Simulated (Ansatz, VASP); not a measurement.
This is a calculation of Br for Ansatz 0.2.0.

File input.yaml:

```yaml
crystal:
  lattice:
    - [-1.4139377815, 1.4139377815, 3.5535064628]
    - [1.4139377815, -1.4139377815, 3.5535064628]
    - [1.4139377815, 1.4139377815, -3.5535064628]
  atoms:
    - { symbol: Br, position: [0.0, 0.0, 0.0] }
hamiltonian:
  xc: pbe
  pseudopotentials: { kind: paw }
kpoints:
  mp_grid: { grid: [13, 13, 13] }
scf:
  occupations: { method: fermi_dirac, width: 0.05 }
output:
  forces: true
  stress: true
  eigenvalues: true
```

Potentials or basis: Ansatz PAW.

Run with:

```console
$ ansatz run input.yaml --threads 1 --pin off --max-ram 3584MiB --backend cpu --events-out ev --progress --plain --runs-dir out
```

Task: Set up the same calculation for VASP 6.6.1. Potentials there: VASP PAW PBE potentials, release 64 (Br).

Result: As run (the cutoff follows the program's own potentials):

The input INCAR:

```
  ALGO = Normal
  EDIFF = 1E-7
  ENCUT = 520
  GGA = PE
  ISIF = 2
  ISMEAR = -1
  LASPH = T
  LCHARG = F
  LREAL = F
  LWAVE = F
  NBANDS = 10
  NELM = 60
  PREC = Accurate
  SIGMA = 0.05
```

The input KPOINTS:

```
k-points
0
Gamma
  13 13 13
```

File POSCAR:

```
Br
1.0
   -1.4139377815      1.4139377815      3.5535064628
    1.4139377815     -1.4139377815      3.5535064628
    1.4139377815      1.4139377815     -3.5535064628
Br
1
Direct
    0.0000000000      0.0000000000      0.0000000000
```

Potentials or basis: VASP PAW PBE potentials, release 64 (Br).

Launch:

```sh
$ cat potpaw_PBE.64/Br/POTCAR > POTCAR
$ mpirun -np 1 vasp_std > vasp.out
```

Both were run:

|  | VASP | Ansatz | Ansatz less VASP |
| --- | --- | --- | --- |
| gap on the k mesh at the Fermi level (eV) | none | none | - |
| pressure (GPa) | 2.2 | 2.2 | -0.01 |
| largest component of the traceless stress (GPa) | 0.38 | 0.37 | -0.008 |

A gap of «none» marks a metal or a gap that the smearing closes.

Caveats: an odd number of electrons without spin polarisation forces a metal; a magnetic or distorted state may lie lower.
